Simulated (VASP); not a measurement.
# Zr (P6_3/mmc) in VASP: further runs

Aim: see how the results for Zr move with the level of theory and the settings. Levels: LDA, PBEsol. Tasks: relaxation of cell and atoms.

Program: VASP 6.6.1. These are calculated values, not measurements. Logs are shortened: lines on timing, memory, paths and dates and some standing lists are left out, and cuts for length are marked.

## 1. The crystal as given

The structure is hexagonal, space group P6_3/mmc (No. 194). The conventional cell has a = 3.149 Å, b = 3.149 Å, c = 5.081 Å, α = 90.00°, β = 90.00°, γ = 120.00°. Zr (site symmetry -6m2) has 12 Zr at 3.12 to 3.15 Å as nearest neighbours.

## 2. Relaxation of cell and atoms, LDA

INCAR

```
SYSTEM = Zr
ALGO = Normal
EDIFF = 1E-7
EDIFFG = -0.005
ENCUT = 600
GGA = CA
IBRION = 2
ISIF = 3
ISMEAR = 1
LASPH = .TRUE.
LCHARG = .FALSE.
LREAL = .FALSE.
LWAVE = .FALSE.
NELM = 80
NSW = 90
PREC = Accurate
SIGMA = 0.1
```

KPOINTS

```
k-points
0
G
  15 15 7
  0 0 0
```

POSCAR

```
Zr                                      
1.0
    3.1490788347      0.0000000000      0.0000000000
   -1.5745394173      2.7271822693      0.0000000000
    0.0000000000      0.0000000000      5.0806419102
  Zr            
     2
Direct
     0.3333333332999970    0.6666666667000030    0.2500000000000000
     0.6666666667000030    0.3333333332999970    0.7500000000000000
```

Potentials or basis: VASP PAW LDA potentials, release 64 (Zr_sv).

Launch:

```
> cat potpaw_LDA.64/Zr_sv/POTCAR > POTCAR
> mpirun -np 1 vasp_std > vasp.out
```

OUTCAR:

```text
SYSTEM = Zr
   EDIFF = 1E-7
   EDIFFG = -0.005
   ENCUT = 600
   GGA = CA
   IBRION = 2
   ISIF = 3
   ISMEAR = 1
   LASPH = .TRUE.
   LREAL = .FALSE.
   NELM = 80
   NSW = 90
   PREC = Accurate

 ion  position               nearest neighbor table
   1  0.333  0.667  0.250-   2 3.12   2 3.12   2 3.12   2 3.12   2 3.12   2 3.12
   2  0.667  0.333  0.750-   1 3.12   1 3.12   1 3.12   1 3.12   1 3.12   1 3.12

  LATTYP: Found a hexagonal cell.
 ALAT       =     3.1490788347
 C/A-ratio  =     1.6133739982

  Lattice vectors:

 A1 = (   3.1490788347,   0.0000000000,   0.0000000000)
 A2 = (  -1.5745394173,   2.7271822693,   0.0000000000)
 A3 = (   0.0000000000,   0.0000000000,   5.0806419102)

Analysis of symmetry for initial positions (statically):
=====================================================================
 Subroutine PRICEL returns:
 Original cell was already a primitive cell.

 Routine SETGRP: Setting up the symmetry group for a
 hexagonal supercell.

 Subroutine GETGRP returns: Found 24 space group operations
 (whereof 12 operations were pure point group operations)
 out of a pool of 24 trial point group operations.

The static configuration has the point symmetry D_3d.
 The point group associated with its full space group is D_6h.

Analysis of symmetry for dynamics (positions and initial velocities):
=====================================================================
 Subroutine PRICEL returns:
 Original cell was already a primitive cell.

 Routine SETGRP: Setting up the symmetry group for a
 hexagonal supercell.

 Subroutine GETGRP returns: Found 24 space group operations
 (whereof 12 operations were pure point group operations)
 out of a pool of 24 trial point group operations.

The dynamic configuration has the point symmetry D_3d.
 The point group associated with its full space group is D_6h.

 Subroutine INISYM returns: Found 24 space group operations
 (whereof 12 operations are pure point group operations),
 and found     1 'primitive' translations

----------------------------------------------------------------------------------------

                                     Primitive cell

  volume of cell :      43.6331

  direct lattice vectors                    reciprocal lattice vectors
     3.149078835  0.000000000  0.000000000     0.317553181  0.183339414  0.000000000
    -1.574539417  2.727182269  0.000000000     0.000000000  0.366678829  0.000000000
     0.000000000  0.000000000  5.080641910     0.000000000  0.000000000  0.196825523

  length of vectors
     3.149078835  3.149078835  5.080641910     0.366678829  0.366678829  0.196825523

  position of ions in fractional coordinates (direct lattice)
     0.333333333  0.666666667  0.250000000
     0.666666667  0.333333333  0.750000000

  ion indices of the primitive-cell ions
   primitive index   ion index
                 1           1
                 2           2

----------------------------------------------------------------------------------------

 KPOINTS: k-points

Automatic generation of k-mesh.
 Grid dimensions read from file:
 generate k-points for:   15   15    7

 Generating k-lattice:

  Cartesian coordinates                     Fractional coordinates (reciprocal lattice)
     0.021170212  0.012222628  0.000000000     0.066666667  0.000000000  0.000000000
     0.000000000  0.024445255  0.000000000     0.000000000  0.066666667  0.000000000
     0.000000000  0.000000000  0.028117932     0.000000000  0.000000000  0.142857143

  Length of vectors
     0.024445255  0.024445255  0.028117932

  Shift w.r.t. Gamma in fractional coordinates (k-lattice)
[... 50 lines left out ...]
   ENCUT  =  600.0 eV  44.10 Ry    6.64 a.u.   6.29  6.29 10.15*2*pi/ulx,y,z
   NELM   =     80;   NELMIN=  2; NELMDL= -5     # of ELM steps
   EDIFF  = 0.1E-06   stopping-criterion for ELM
   LREAL  =      F    real-space projection
   EDIFFG = -.5E-02   stopping-criterion for IOM
   NSW    =     90    number of steps for IOM
   IBRION =      2    ionic relax: 0-MD 1-quasi-New 2-CG
   NFREE  =      1    steps in history (QN), initial steepest desc. (CG)
   ISIF   =      3    stress and relaxation
   ISYM   =      2    0-nonsym 1-usesym 2-fastsym
   POTIM  = 0.5000    time-step for ionic-motion
   TEBEG  =    0.0;   TEEND  =   0.0 temperature during run
   PSTRESS=    0.0 pullay stress
   NELECT =      24.0000    total number of electrons
   NUPDOWN=      -1.0000    fix difference up-down
   EMIN   =  10.00;   EMAX   =-10.00  energy-range for DOS
   EFERMI =   0.00;   METHOD = LEGACY
   ISMEAR =     1;   SIGMA  =   0.10  broadening in eV -4-tet -1-fermi 0-gaus
   EFERMI_NEDOS =   21; number of points for ismear=-14 and -15
   IALGO  =     38    algorithm
   IMIX   =      4    mixing-type and parameters
     AMIX     =   0.40;   BMIX     =  1.00
     AMIX_MAG =   1.60;   BMIX_MAG =  1.00
  volume/ion in A,a.u.               =      21.82       147.23
  Fermi-wavevector in a.u.,A,eV,Ry     =   1.341343  2.534771 24.479613  1.799201
  Thomas-Fermi vector in A             =   2.469584
   LORBIT       =      0    0 simple, 1 ext, 2 COOP (PROOUT), +10 PAW based schemes
   GGA     = CA    functional components
   LHFCALC =     F    Hartree Fock is set to
   AEXX    =    0.0000 exact exchange contribution
   IVDW    =     0    specifies the selected vdW correction
   LEPSILON=     F    determine dielectric tensor
   LRPA    =     F    only Hartree local field effects (RPA)
 conjugate gradient relaxation of ions
 non-spin polarized calculation
 Methfessel and Paxton  Order N= 1 SIGMA  =   0.10
  energy-cutoff  :      600.00
  volume of cell :       43.63
 maximum number of plane-waves:      1472
 NGX is ok and might be reduce to    28
   NGX = 13   NGY = 13   NGZ = 21

--------------------------------------- Ionic step        1  -------------------------------------------

 number of electron      24.0000000 magnetization

 Free energy of the ion-electron system (eV)
  ---------------------------------------------------
  ext. energy  EPLUGINS =         0.00000000
  ---------------------------------------------------
  free energy    TOTEN  =       -18.58453271 eV

  energy without entropy =      -18.58581555  energy(sigma->0) =      -18.58496032

------------------------ aborting loop because EDIFF is reached ----------------------------------------

  FORCE on cell =-STRESS in cart. coord.  units (eV):
  Direction    XX          YY          ZZ          XY          YZ          ZX
  --------------------------------------------------------------------------------------
  -------------------------------------------------------------------------------------
  Total        0.0025876      0.0025876      0.0129479      0.0000000     -0.0000000      0.0000000
  in kB        0.0950166      0.0950166      0.4754377      0.0000000     -0.0000000      0.0000000
  external PRESSURE =       0.2218236 kB  Pullay stress =       0.0000000 kB

 VOLUME and BASIS-vectors are now :
 -----------------------------------------------------------------------------
  energy-cutoff  :      600.00
  volume of cell :       43.63
      direct lattice vectors                 reciprocal lattice vectors
     3.149078835  0.000000000  0.000000000     0.317553181  0.183339414  0.000000000
    -1.574539417  2.727182269  0.000000000     0.000000000  0.366678829  0.000000000
     0.000000000  0.000000000  5.080641910     0.000000000  0.000000000  0.196825523

 POSITION                                       TOTAL-FORCE (eV/Angst)
 -----------------------------------------------------------------------------------
     -0.00000      1.81812      1.27016         0.000000     -0.000000      0.000000
      1.57454      0.90906      3.81048        -0.000000      0.000000      0.000000
 -----------------------------------------------------------------------------------
    total drift:                               -0.000000      0.000000     -0.000000

  FREE ENERGIE OF THE ION-ELECTRON SYSTEM (eV)
  ---------------------------------------------------
  free  energy   TOTEN  =       -18.5845327132 eV

  energy  without entropy=      -18.5858155469  energy(sigma->0) =      -18.58496032

--------------------------------------- Ionic step        2  -------------------------------------------

 number of electron      24.0000000 magnetization

 Free energy of the ion-electron system (eV)
  ---------------------------------------------------
  ext. energy  EPLUGINS =         0.00000000
  ---------------------------------------------------
  free energy    TOTEN  =       -18.58453347 eV

  energy without entropy =      -18.58581170  energy(sigma->0) =      -18.58495955

 E-fermi :   9.5410     XC(G=0): -11.5916

 val. band max:        9.5373061197   @ k =   0.2667   0.2667   0.2857
 cond. band min:       9.5556568475   @ k =   0.3333   0.2667   0.2857
 fundamental gap:      0.0183507278
 Fermi energy:         9.5409645248

 k-point     1 :       0.0000    0.0000    0.0000
  band No.  band energies     occupation
      1     -38.9151      2.00000
      2     -38.7182      2.00000
      3     -17.6999      2.00000
      4     -16.6200      2.00000
      5     -16.6200      2.00000
      6     -16.4756      2.00000
[... 433 lines left out ...]
      3     -17.4293      2.00000
      4     -17.2296      2.00000
      5     -17.0800      2.00000
      6     -17.0557      2.00000
[... 8 lines left out ...]
     15      11.1954     -0.00000
     16      13.9844      0.00000

 [... further k-points ...]
[... 5 lines left out ...]
  --------------------------------------------------------------------------------------
  -------------------------------------------------------------------------------------
  Total       -0.0079409     -0.0079409     -0.0059080     -0.0000000      0.0000000      0.0000000
  in kB       -0.2914584     -0.2914584     -0.2168411     -0.0000000      0.0000000      0.0000000
  external PRESSURE =      -0.2665860 kB  Pullay stress =       0.0000000 kB

 VOLUME and BASIS-vectors are now :
 -----------------------------------------------------------------------------
  energy-cutoff  :      600.00
  volume of cell :       43.65
      direct lattice vectors                 reciprocal lattice vectors
     3.149275392  0.000000000  0.000000000     0.317533361  0.183327971  0.000000000
    -1.574637696  2.727352493  0.000000000    -0.000000000  0.366655943  0.000000000
     0.000000000 -0.000000000  5.082228699     0.000000000 -0.000000000  0.196764069

 POSITION                                       TOTAL-FORCE (eV/Angst)
 -----------------------------------------------------------------------------------
     -0.00000      1.81823      1.27056         0.000000     -0.000000      0.000000
      1.57464      0.90912      3.81167        -0.000000      0.000000      0.000000
 -----------------------------------------------------------------------------------
    total drift:                               -0.000000      0.000000     -0.000000

  FREE ENERGIE OF THE ION-ELECTRON SYSTEM (eV)
  ---------------------------------------------------
  free  energy   TOTEN  =       -18.5845334723 eV

  energy  without entropy=      -18.5858117017  energy(sigma->0) =      -18.58495955

 reached required accuracy - stopping structural energy minimisation
```

Run time: 70 s. Hardware: 1 thread of AMD EPYC 9R45 (Zen 5), shared host; peak memory 0.17 GiB.

What came out:

```
Free energy                            : -18.5845 eV
Relaxed volume                         : 21.83 Å³/atom
Relaxed cell                           : a = 3.149 Å, b = 3.149 Å, c = 5.082 Å, α = 90.00°, β = 90.00°, γ = 120.00°
Space group after relaxing (to 0.05 Å) : P6_3/mmc (No. 194)
Energy gained by relaxing              : 0.0 meV/atom
Ionic steps                            : 2
Pressure after relaxing                : 0.0 GPa
Band gap on the k mesh                 : none (metal or under the smearing width)
```

Final structure:
```xyz
2
Lattice="3.1493 0.0000 0.0000 -1.5746 2.7274 0.0000 0.0000 0.0000 5.0822" Properties=species:S:1:pos:R:3 pbc="T T T"
Zr    0.0000    1.8182    1.2706
Zr    1.5746    0.9091    3.8117
```

## 3. Relaxation of cell and atoms, PBEsol

This run uses another cell than the first one, of 23.28 Å³/atom, 1.067 times its volume.

INCAR

```
SYSTEM = Zr
PREC = Accurate
ENCUT = 600
EDIFF = 1E-6
ISMEAR = 1
SIGMA = 0.1
LREAL = .False.
LASPH = .True.
NELM = 80
ALGO = Normal
ISIF = 3
LWAVE = .False.
LCHARG = .False.
GGA = PS
IBRION = 2
NSW = 90
EDIFFG = -0.01
```

KPOINTS

```
regular mesh
0
Gamma
  15 15 7
  0 0 0
```

POSCAR

```
Zr
1.0
    3.2320000000      0.0000000000      0.0000000000
   -1.6160000000      2.7989941050      0.0000000000
    0.0000000000      0.0000000000      5.1470000000
Zr
2
Direct
    0.3333333333      0.6666666667      0.2500000000
    0.6666666667      0.3333333333      0.7500000000
```

Potentials or basis: VASP PAW PBE potentials, release 64 (Zr_sv).

Launch:

```
> cat potpaw_PBE.64/Zr_sv/POTCAR > POTCAR
> mpirun -np 1 vasp_std > vasp.out
```

Run time: 3.2 min. Hardware: 1 thread of AMD EPYC 9R45 (Zen 5), shared host; peak memory 0.21 GiB.

Results (log left out):

```yaml
Free_energy: -18.1651 eV
Relaxed_volume: 22.47 Å³/atom
Relaxed_cell: a = 3.186 Å, b = 3.186 Å, c = 5.114 Å, α = 90.00°, β = 90.00°, γ = 120.00°
Space_group_after_relaxing_to_0.05_Å: P6_3/mmc (No. 194)
Energy_gained_by_relaxing: 8.5 meV/atom
Ionic_steps: 7
Pressure_after_relaxing: 0.1 GPa
Band_gap_on_the_k_mesh: none (metal or under the smearing width)
```

Step by step:
```
step  energy change (eV)  largest force (eV/Å)  pressure (GPa)  volume (Å³)
   1              0.0000                0.0000           -3.27        46.56
   2              0.0005                0.0000            3.70        43.44
   3             -0.0167                0.0000            0.00        44.98
   4             -0.0167                0.0000            0.06        44.95
   5             -0.0170                0.0000            0.05        44.94
   6             -0.0171                0.0000            0.05        44.94
   7             -0.0171                0.0000            0.05        44.94
```

Final structure:
```
CELL_PARAMETERS angstrom
3.18554 0.00000 0.00000
-1.59277 2.75876 0.00000
0.00000 0.00000 5.11353
ATOMIC_POSITIONS crystal
Zr 0.33333 0.66667 0.25000
Zr 0.66667 0.33333 0.75000
```

Levels at points of the mesh, in eV from the Fermi level:
| k point | band 9 | band 10 | band 11 | band 12 | band 13 | band 14 | band 15 | band 16 |
| --- | --- | --- | --- | --- | --- | --- | --- | --- |
| (0.00, 0.00, 0.00) | -5.75 | -3.15 | 0.86 | 0.86 | 0.94 | 1.25 | 1.57 | 1.57 |

Caveat: the PAW data sets were made with another functional, which shifts forces and pressure a little.

## 4. Relaxation of cell and atoms, PBEsol

This run uses another cell than the first one, of 22.47 Å³/atom, 1.030 times its volume.

INCAR: that of step 3 with these lines changed.

```diff
@@ -3,3 +3,3 @@
 ENCUT = 600
-EDIFF = 1E-6
+EDIFF = 1E-7
 ISMEAR = 1
@@ -16,2 +16,2 @@
 NSW = 90
-EDIFFG = -0.01
+EDIFFG = -0.005
```

KPOINTS is that of step 3.

POSCAR

```
Zr                                      
1.0
    3.1855449122     -0.0000000000      0.0000000000
   -1.5927724561      2.7587628189     -0.0000000000
    0.0000000000      0.0000000000      5.1135345976
  Zr            
     2
Direct
     0.3333333332999970    0.6666666667000030    0.2500000000000000
     0.6666666667000030    0.3333333332999970    0.7500000000000000
```

Launch:

```
> cat potpaw_PBE.64/Zr_sv/POTCAR > POTCAR
> mpirun -np 1 vasp_std > vasp.out
```

Wall time 1.7 min (1 thread of AMD EPYC 9R45 (Zen 5), shared host); peak memory 0.2 GiB.

Results (log left out):

```yaml
Free_energy: -18.1645 eV
Relaxed_volume: 22.48 Å³/atom
Relaxed_cell: a = 3.186 Å, b = 3.186 Å, c = 5.114 Å, α = 90.00°, β = 90.00°, γ = 120.00°
Space_group_after_relaxing_to_0.05_Å: P6_3/mmc (No. 194)
Energy_gained_by_relaxing: 0.0 meV/atom
Ionic_steps: 3
Pressure_after_relaxing: 0.0 GPa
Band_gap_on_the_k_mesh: none (metal or under the smearing width)
```

Final structure:
```cif
data_structure
_symmetry_space_group_name_H-M 'P 1'
_symmetry_Int_Tables_number 1
_cell_length_a 3.1860
_cell_length_b 3.1860
_cell_length_c 5.1140
_cell_angle_alpha 90.000
_cell_angle_beta 90.000
_cell_angle_gamma 120.000
_cell_volume 44.96
loop_
_atom_site_label
_atom_site_type_symbol
_atom_site_fract_x
_atom_site_fract_y
_atom_site_fract_z
_atom_site_occupancy
Zr1 Zr 0.33333 0.66667 0.25000 1
Zr2 Zr 0.66667 0.33333 0.75000 1
```

Levels at points of the mesh, in eV from the Fermi level:
```csv
k point,band 9,band 10,band 11,band 12,band 13,band 14,band 15,band 16
"(0.00, 0.00, 0.00)",-5.75,-3.15,0.86,0.86,0.94,1.25,1.57,1.57
```

Caveat: the PAW data sets were made with another functional, which shifts forces and pressure a little.

(Part 1 of 2 ends here.)
